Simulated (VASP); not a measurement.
# MoSe2 (P6_3/mmc) in VASP: band structure with PBEsol

Aim: the band structure of MoSe2 with PBEsol.

All numbers are computed with VASP 6.6.1; they aren't measurements. Logs are shortened: lines on timing, memory, paths and dates and some standing lists are left out, and cuts for length are marked.

## 1. Starting point

The structure is hexagonal, space group P6_3/mmc (No. 194). Conventional cell: a = 3.274 Å, b = 3.274 Å, c = 13.147 Å, α = 90.00°, β = 90.00°, γ = 120.00°. Around Mo (site symmetry -6m2) lie 6 Se at 2.52 Å. Se (site symmetry 3m) has 3 Mo at 2.52 Å as nearest neighbours.

The cell is a database's computed one.

## 2. Band structure, PBEsol

Contents of POSCAR:

```
MoSe2                                   
1.0
    3.2737269170     -0.0000000000      0.0000000000
   -1.6368634585      2.8351306757      0.0000000000
    0.0000000000     -0.0000000000     13.1471367878
  Mo              Se            
     2     4
Direct
     0.6666666699999979    0.3333333300000021    0.2500000000000000
     0.3333333300000021    0.6666666699999979    0.7500000000000000
     0.6666666699999979    0.3333333300000021    0.6234005407156979
     0.3333333300000021    0.6666666699999979    0.3765994592843018
     0.6666666699999979    0.3333333300000021    0.8765994592843021
     0.3333333300000021    0.6666666699999979    0.1234005407156980
```

Contents of INCAR.step1:

```
PREC     = Accurate       # precision mode
ENCUT    = 520            # plane-wave cutoff, eV
EDIFF    = 1E-7           # SCF threshold, eV
ISMEAR   = 0              # smearing method
SIGMA    = 0.02           # smearing width, eV
LREAL    = False          # projectors in reciprocal space
LASPH    = True           # aspherical terms in the spheres
NELM     = 80             # most SCF steps
ALGO     = Fast           # electronic algorithm
ISIF     = 2              # what is computed and relaxed
LWAVE    = False          # write WAVECAR
LCHARG   = True           # write CHGCAR
LMAXMIX  = 4              # l up to which the mixer works
GGA      = PS             # functional
KPAR     = 2
```

Contents of KPOINTS.step1:

```
Automatic mesh
0
Gamma
  9 9 2
```

Contents of INCAR.step2:

```
PREC     = Accurate       # precision mode
ENCUT    = 520            # plane-wave cutoff, eV
EDIFF    = 1E-7           # SCF threshold, eV
ISMEAR   = 0              # smearing method
SIGMA    = 0.05           # smearing width, eV
LREAL    = False          # projectors in reciprocal space
LASPH    = True           # aspherical terms in the spheres
NELM     = 80             # most SCF steps
ALGO     = Fast           # electronic algorithm
ISIF     = 2              # what is computed and relaxed
LWAVE    = False          # write WAVECAR
LCHARG   = False          # write CHGCAR
LMAXMIX  = 4              # l up to which the mixer works
GGA      = PS             # functional
ICHARG   = 11             # starting density
KPAR     = 2
```

Contents of KPOINTS.step2:

```
path GMKGALHA,LM,KH
15
line-mode
reciprocal
 0.0000000000  0.0000000000  0.0000000000  G
 0.5000000000  0.0000000000  0.0000000000  M

 0.5000000000  0.0000000000  0.0000000000  M
 0.3333333333  0.3333333333  0.0000000000  K

 0.3333333333  0.3333333333  0.0000000000  K
 0.0000000000  0.0000000000  0.0000000000  G

 0.0000000000  0.0000000000  0.0000000000  G
 0.0000000000  0.0000000000  0.5000000000  A

 0.0000000000  0.0000000000  0.5000000000  A
 0.5000000000  0.0000000000  0.5000000000  L

 0.5000000000  0.0000000000  0.5000000000  L
 0.3333333333  0.3333333333  0.5000000000  H

 0.3333333333  0.3333333333  0.5000000000  H
 0.0000000000  0.0000000000  0.5000000000  A

 0.5000000000  0.0000000000  0.5000000000  L
 0.5000000000  0.0000000000  0.0000000000  M

 0.3333333333  0.3333333333  0.0000000000  K
 0.3333333333  0.3333333333  0.5000000000  H
```

Potentials or basis: VASP PAW PBE potentials, release 64 (Mo_sv, Se).

On the command line:

```console
> cat potpaw_PBE.64/Mo_sv/POTCAR potpaw_PBE.64/Se/POTCAR > POTCAR
> cp INCAR.step1 INCAR
> cp KPOINTS.step1 KPOINTS
> mpirun -np 2 vasp_std > vasp.out
> cp INCAR.step2 INCAR
> cp KPOINTS.step2 KPOINTS
> mpirun -np 2 vasp_std > vasp.out
```

OUTCAR:

```text
PREC = Accurate
   ENCUT = 520
   EDIFF = 1E-7
   ISMEAR = 0
   LREAL = False
   LASPH = True
   NELM = 80
   ISIF = 2
   GGA = PS
   ICHARG = 11

 ion  position               nearest neighbor table
   1  0.667  0.333  0.250-   4 2.52   6 2.52   4 2.52   6 2.52   4 2.52   6 2.52
   2  0.333  0.667  0.750-   3 2.52   5 2.52   3 2.52   5 2.52   3 2.52   5 2.52
   3  0.667  0.333  0.623-   2 2.52   2 2.52   2 2.52
   4  0.333  0.667  0.377-   1 2.52   1 2.52   1 2.52
   5  0.667  0.333  0.877-   2 2.52   2 2.52   2 2.52
   6  0.333  0.667  0.123-   1 2.52   1 2.52   1 2.52

  LATTYP: Found a hexagonal cell.
 ALAT       =     3.2737269170
 C/A-ratio  =     4.0159540246

  Lattice vectors:

 A1 = (   3.2737269170,   0.0000000000,   0.0000000000)
 A2 = (  -1.6368634585,   2.8351306757,   0.0000000000)
 A3 = (   0.0000000000,   0.0000000000,  13.1471367878)

Analysis of symmetry for initial positions (statically):
=====================================================================
 Subroutine PRICEL returns:
 Original cell was already a primitive cell.

 Routine SETGRP: Setting up the symmetry group for a
 hexagonal supercell.

 Subroutine GETGRP returns: Found 24 space group operations
 (whereof 12 operations were pure point group operations)
 out of a pool of 24 trial point group operations.

The static configuration has the point symmetry D_3d.
 The point group associated with its full space group is D_6h.

Analysis of symmetry for dynamics (positions and initial velocities):
=====================================================================
 Subroutine PRICEL returns:
 Original cell was already a primitive cell.

 Routine SETGRP: Setting up the symmetry group for a
 hexagonal supercell.

 Subroutine GETGRP returns: Found 24 space group operations
 (whereof 12 operations were pure point group operations)
 out of a pool of 24 trial point group operations.

The dynamic configuration has the point symmetry D_3d.
 The point group associated with its full space group is D_6h.

 Subroutine INISYM returns: Found 24 space group operations
 (whereof 12 operations are pure point group operations),
 and found     1 'primitive' translations

----------------------------------------------------------------------------------------

                                     Primitive cell

  volume of cell :     122.0244

  direct lattice vectors                    reciprocal lattice vectors
     3.273726917  0.000000000  0.000000000     0.305462253  0.176358714  0.000000000
    -1.636863458  2.835130676  0.000000000     0.000000000  0.352717428  0.000000000
     0.000000000  0.000000000 13.147136788     0.000000000  0.000000000  0.076062189

  length of vectors
     3.273726917  3.273726917 13.147136788     0.352717428  0.352717428  0.076062189

  position of ions in fractional coordinates (direct lattice)
     0.666666670  0.333333330  0.250000000
     0.333333330  0.666666670  0.750000000
     0.666666670  0.333333330  0.623400541
     0.333333330  0.666666670  0.376599459
     0.666666670  0.333333330  0.876599459
     0.333333330  0.666666670  0.123400541

  ion indices of the primitive-cell ions
   primitive index   ion index
                 1           1
                 2           2
                 3           3
                 4           4
                 5           5
                 6           6

----------------------------------------------------------------------------------------

 KPOINTS: path GMKGALHA,LM,KH

Interpolating k-points between supplied coordinates.

 Line segments in fractional coordinates (reciprocal lattice):
    0.000000  0.000000  0.000000  ...  0.500000  0.000000  0.000000
    0.500000  0.000000  0.000000  ...  0.333333  0.333333  0.000000
    0.333333  0.333333  0.000000  ...  0.000000  0.000000  0.000000
    0.000000  0.000000  0.000000  ...  0.000000  0.000000  0.500000
    0.000000  0.000000  0.500000  ...  0.500000  0.000000  0.500000
    0.500000  0.000000  0.500000  ...  0.333333  0.333333  0.500000
    0.333333  0.333333  0.500000  ...  0.000000  0.000000  0.500000
    0.500000  0.000000  0.500000  ...  0.500000  0.000000  0.000000
    0.333333  0.333333  0.000000  ...  0.333333  0.333333  0.500000

 Generated    15 points on each line segment, for a total of    135 k-points:

 Following reciprocal coordinates:
            Coordinates               Weight
  0.000000  0.000000  0.000000      0.007407
  0.035714  0.000000  0.000000      0.007407
  0.071429  0.000000  0.000000      0.007407
  0.107143  0.000000  0.000000      0.007407
  0.142857  0.000000  0.000000      0.007407
  0.178571  0.000000  0.000000      0.007407
[... 16 lines left out ...]
  0.416667  0.166667  0.000000      0.007407
  0.404762  0.190476  0.000000      0.007407
 [... further k-points ...]
   k-points           NKPTS =    135   k-points in BZ     NKDIM =    135   number of bands    NBANDS=     31
   number of dos      NEDOS =    301   number of ions     NIONS =      6
   total plane-waves  NPLWV =  56448
   dimension x,y,z NGX =    24 NGY =   24 NGZ =   98
   dimension x,y,z NGXF=    48 NGYF=   48 NGZF=  196
   ions per type =               2   4
   NGX,Y,Z   is equivalent  to a cutoff of  12.19, 12.19, 12.39 a.u.
   NGXF,Y,Z  is equivalent  to a cutoff of  24.38, 24.38, 24.78 a.u.
 SYSTEM =  unknown system
   PREC   = accura    normal or accurate (medium, high low for compatibility)
   ISTART =      0    job   : 0-new  1-cont  2-samecut
   ICHARG =     11    charge: 1-file 2-atom 10-const
   ISPIN  =      1    spin polarized calculation?
   LNONCOLLINEAR =      F non collinear calculations
   LSORBIT =      F    spin-orbit coupling
   LASPH  =      T    aspherical Exc in radial PAW
   ENCUT  =  520.0 eV  38.22 Ry    6.18 a.u.   6.09  6.09 24.44*2*pi/ulx,y,z
   NELM   =     80;   NELMIN=  2; NELMDL=  0     # of ELM steps
   EDIFF  = 0.1E-06   stopping-criterion for ELM
   LREAL  =      F    real-space projection
   EDIFFG = 0.1E-05   stopping-criterion for IOM
   NSW    =      0    number of steps for IOM
   IBRION =     -1    ionic relax: 0-MD 1-quasi-New 2-CG
   NFREE  =      0    steps in history (QN), initial steepest desc. (CG)
   ISIF   =      2    stress and relaxation
   ISYM   =      2    0-nonsym 1-usesym 2-fastsym
   POTIM  = 0.5000    time-step for ionic-motion
   TEBEG  =    0.0;   TEEND  =   0.0 temperature during run
   PSTRESS=    0.0 pullay stress
   NELECT =      52.0000    total number of electrons
   NUPDOWN=      -1.0000    fix difference up-down
   EMIN   =  10.00;   EMAX   =-10.00  energy-range for DOS
   EFERMI =   0.00;   METHOD = LEGACY
   ISMEAR =     0;   SIGMA  =   0.05  broadening in eV -4-tet -1-fermi 0-gaus
   EFERMI_NEDOS =   21; number of points for ismear=-14 and -15
   IALGO  =     68    algorithm
   IMIX   =      4    mixing-type and parameters
     AMIX     =   0.40;   BMIX     =  1.00
     AMIX_MAG =   1.60;   BMIX_MAG =  1.00
  volume/ion in A,a.u.               =      20.34       137.24
  Fermi-wavevector in a.u.,A,eV,Ry     =   1.231952  2.328051 20.649633  1.517705
  Thomas-Fermi vector in A             =   2.366741
   LORBIT       =      0    0 simple, 1 ext, 2 COOP (PROOUT), +10 PAW based schemes
   GGA     = PS    functional components
   LHFCALC =     F    Hartree Fock is set to
   AEXX    =    0.0000 exact exchange contribution
   IVDW    =     0    specifies the selected vdW correction
   LEPSILON=     F    determine dielectric tensor
   LRPA    =     F    only Hartree local field effects (RPA)
 non-spin polarized calculation
 RMM-DIIS sequential band-by-band and
 Gauss-broadening in eV      SIGMA  =   0.05
  energy-cutoff  :      520.00
  volume of cell :      122.02
 maximum number of plane-waves:      3330

 number of electron      52.0000004 magnetization

 Free energy of the ion-electron system (eV)
  ---------------------------------------------------
  ext. energy  EPLUGINS =         0.00000000
  ---------------------------------------------------
  free energy    TOTEN  =       -42.36369990 eV

  energy without entropy =      -42.36369990  energy(sigma->0) =      -42.36369990

 E-fermi :   6.3781     XC(G=0): -10.7719

 val. band max:        6.1444301021   @ k =   0.0000   0.0000   0.0000
 cond. band min:       7.0359176051   @ k =   0.1905   0.1905   0.0000
 fundamental gap:      0.8914875030
 Fermi energy:         6.3780734118

 k-point     1 :       0.0000    0.0000    0.0000
  band No.  band energies     occupation
      1     -54.8544      2.00000
      2     -54.8544      2.00000
      3     -29.0645      2.00000
      4     -29.0644      2.00000
      5     -28.8539      2.00000
      6     -28.8539      2.00000
[... 23 lines left out ...]
     30       8.8700      0.00000
     31       8.9758      0.00000

 k-point     2 :       0.0357    0.0000    0.0000
  band No.  band energies     occupation
      1     -54.8540      2.00000
      2     -54.8540      2.00000
      3     -29.0637      2.00000
      4     -29.0637      2.00000
      5     -28.8576      2.00000
      6     -28.8576      2.00000
[... 23 lines left out ...]
     30       8.8768      0.00000
     31       8.9496      0.00000

 k-point     3 :       0.0714    0.0000    0.0000
  band No.  band energies     occupation
      1     -54.8531      2.00000
      2     -54.8531      2.00000
      3     -29.0615      2.00000
      4     -29.0614      2.00000
      5     -28.8683      2.00000
      6     -28.8683      2.00000
[... 23 lines left out ...]
     30       8.8020      0.00000
     31       8.8647      0.00000

 k-point     4 :       0.1071    0.0000    0.0000
  band No.  band energies     occupation
      1     -54.8515      2.00000
      2     -54.8515      2.00000
      3     -29.0579      2.00000
      4     -29.0578      2.00000
      5     -28.8855      2.00000
      6     -28.8855      2.00000
[... 635 lines left out ...]
     30       8.5474      0.00000
     31       8.7239      0.00000

 k-point    23 :       0.4167    0.1667    0.0000
  band No.  band energies     occupation
      1     -54.8265      2.00000
      2     -54.8265      2.00000
      3     -29.1137      2.00000
      4     -29.1137      2.00000
      5     -29.0002      2.00000
      6     -29.0002      2.00000
[... 23 lines left out ...]
     30       8.5249      0.00000
     31       8.5915      0.00000

 k-point    24 :       0.4048    0.1905    0.0000
  band No.  band energies     occupation
      1     -54.8261      2.00000
      2     -54.8261      2.00000
      3     -29.1070      2.00000
      4     -29.1070      2.00000
      5     -28.9993      2.00000
      6     -28.9993      2.00000
[... 23 lines left out ...]
     30       8.5371      0.00000
     31       8.6459      0.00000

 [... further k-points ...]

------------------------ aborting loop because EDIFF is reached ----------------------------------------

  FORCE on cell =-STRESS in cart. coord.  units (eV):
  Direction    XX          YY          ZZ          XY          YZ          ZX
  --------------------------------------------------------------------------------------
  -------------------------------------------------------------------------------------
  Total        3.7275533      3.7275533     12.2518780      0.0000000      0.0000000     -0.0000000
  in kB       48.9426781     48.9426782    160.8668413      0.0000000      0.0000000     -0.0000000
  external PRESSURE =      86.2507325 kB  Pullay stress =       0.0000000 kB

 VOLUME and BASIS-vectors are now :
 -----------------------------------------------------------------------------
  energy-cutoff  :      520.00
  volume of cell :      122.02
      direct lattice vectors                 reciprocal lattice vectors
     3.273726917  0.000000000  0.000000000     0.305462253  0.176358714  0.000000000
    -1.636863458  2.835130676  0.000000000     0.000000000  0.352717428  0.000000000
     0.000000000  0.000000000 13.147136788     0.000000000  0.000000000  0.076062189

 POSITION                                       TOTAL-FORCE (eV/Angst)
 -----------------------------------------------------------------------------------
      1.63686      0.94504      3.28678         0.000000      0.000000      0.000000
     -0.00000      1.89009      9.86035        -0.000000      0.000000      0.000000
      1.63686      0.94504      8.19593         0.000000     -0.000000     -0.055536
     -0.00000      1.89009      4.95120         0.000000      0.000000      0.055536
      1.63686      0.94504     11.52477         0.000000      0.000000      0.055536
     -0.00000      1.89009      1.62236         0.000000      0.000000     -0.055536
 -----------------------------------------------------------------------------------
    total drift:                               -0.000013      0.000008     -0.000000

  FREE ENERGIE OF THE ION-ELECTRON SYSTEM (eV)
  ---------------------------------------------------
  free  energy   TOTEN  =       -42.3636999047 eV

  energy  without entropy=      -42.3636999047  energy(sigma->0) =      -42.36369990
```

Wall time 2.5 min (2 MPI ranks of AMD EPYC 9R45 (Zen 5), shared host); peak memory 0.49 GiB.

What came out:

| Property | Result |
| --- | --- |
| Band gap on the k mesh | 0.99 eV, indirect (least direct gap 1.49 eV) |
| Band gap along the path | 0.89 eV, indirect (least direct gap 1.49 eV) |

Levels at the corners of the path, in eV from the valence-band top:
| point | band 23 | band 24 | band 25 | band 26 | band 27 | band 28 | band 29 | band 30 |
| --- | --- | --- | --- | --- | --- | --- | --- | --- |
| Γ | -1.42 | -1.07 | -0.90 | 0.00 | 2.63 | 2.64 | 2.68 | 2.73 |
| M | -1.12 | -1.05 | -1.02 | -0.82 | 1.67 | 1.71 | 1.93 | 2.25 |
| M | -1.12 | -1.05 | -1.02 | -0.82 | 1.67 | 1.71 | 1.93 | 2.25 |
| K | -2.36 | -2.36 | -0.41 | -0.23 | 1.25 | 1.25 | 1.75 | 2.71 |
| K | -2.36 | -2.36 | -0.41 | -0.23 | 1.25 | 1.25 | 1.75 | 2.74 |
| Γ | -1.42 | -1.07 | -0.90 | 0.00 | 2.63 | 2.64 | 2.68 | 2.71 |
| Γ | -1.42 | -1.07 | -0.90 | 0.00 | 2.63 | 2.63 | 2.68 | 2.73 |
| A | -1.44 | -1.44 | -0.20 | -0.20 | 2.64 | 2.65 | 2.69 | 2.75 |
| A | -1.44 | -1.44 | -0.20 | -0.20 | 2.64 | 2.65 | 2.65 | 2.67 |
| L | -1.07 | -1.07 | -0.92 | -0.92 | 1.69 | 1.69 | 2.10 | 2.10 |
| L | -1.07 | -1.07 | -0.92 | -0.92 | 1.69 | 1.69 | 2.10 | 2.10 |
| H | -2.50 | -2.50 | -0.33 | -0.33 | 1.26 | 1.26 | 2.19 | 2.19 |
| H | -2.50 | -2.50 | -0.33 | -0.33 | 1.26 | 1.26 | 2.19 | 2.19 |
| A | -1.44 | -1.44 | -0.20 | -0.20 | 2.64 | 2.64 | 2.65 | 2.68 |
| L | -1.07 | -1.07 | -0.92 | -0.92 | 1.69 | 1.69 | 2.10 | 2.10 |
| M | -1.12 | -1.05 | -1.02 | -0.82 | 1.67 | 1.71 | 1.93 | 2.25 |
| K | -2.36 | -2.36 | -0.41 | -0.23 | 1.25 | 1.25 | 1.75 | 2.73 |
| H | -2.50 | -2.50 | -0.33 | -0.33 | 1.26 | 1.26 | 2.19 | 2.19 |

Caveat: the log is that of the step along the path at fixed density, whose energy, stress, charges and moments have no meaning; the PAW data sets were made with another functional, which shifts forces and pressure a little; the mesh misses the band edges, which the band path finds closer together; this functional lacks dispersion, which binds the layers, so the pressure and a relaxed spacing across them are unreliable. As with any semilocal functional, this PBEsol gap is likely too small.
